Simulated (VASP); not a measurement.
# TiAl: molecular dynamics with the cell free or held by constraints

TiAl, P4/mmm (no. 123), 8 atoms in the cell. PBE, constrained or biased molecular dynamics; PAW potentials Ti, Al (PBE set).

| Held coordinates | Spread of the volume (Å³) | Time (s) |
|---|---|---|
| none | 0.44 | 68 |
| volume held, shape free | 0.00 | 67 |
| angles held, lengths free | 0.36 | 59 |

Limits: each run has its own random start, so only a spread that vanishes tells of a constraint; the run is only 0.12 ps long, so its averages are rough.

## Input of the first row

INCAR:
```
PREC = Normal
EDIFF = 1E-5
LREAL = F
ALGO = Normal
NELMIN = 4
ISYM = 0
LWAVE = F
LCHARG = F
IBRION = 0
ISIF = 3
TEBEG = 300
POTIM = 2.0
RANDOM_SEED = 768735 0 0
ENCUT = 330
ISMEAR = 1
SIGMA = 0.2
MDALGO = 3
LANGEVIN_GAMMA = 10 10
LANGEVIN_GAMMA_L = 10
PMASS = 1000
NSW = 60
```

KPOINTS:
```
k-points
0
Gamma
  3 3 4
```

POSCAR:
```
TiAl
1.0
    5.6746000000      0.0000000000      0.0000000000
    0.0000000000      5.6746000000      0.0000000000
    0.0000000000      0.0000000000      4.0591000000
Ti Al
4 4
Direct
    0.0000000000      0.0000000000      0.0000000000
    0.0000000000      0.5000000000      0.0000000000
    0.5000000000      0.0000000000      0.0000000000
    0.5000000000      0.5000000000      0.0000000000
    0.2500000000      0.2500000000      0.5000000000
    0.2500000000      0.7500000000      0.5000000000
    0.7500000000      0.2500000000      0.5000000000
    0.7500000000      0.7500000000      0.5000000000
```

Commands:
```
cat potpaw_PBE.64/Ti/POTCAR potpaw_PBE.64/Al/POTCAR > POTCAR
mpirun -np 4 vasp_std > vasp.out
```

ICONST of row 3:
```
LA 1 2 0
LA 1 3 0
LA 2 3 0
```

VASP 6.6.1 took 68 s on 4 cores (Intel Xeon 6975P-C (Granite Rapids)), a shared host.
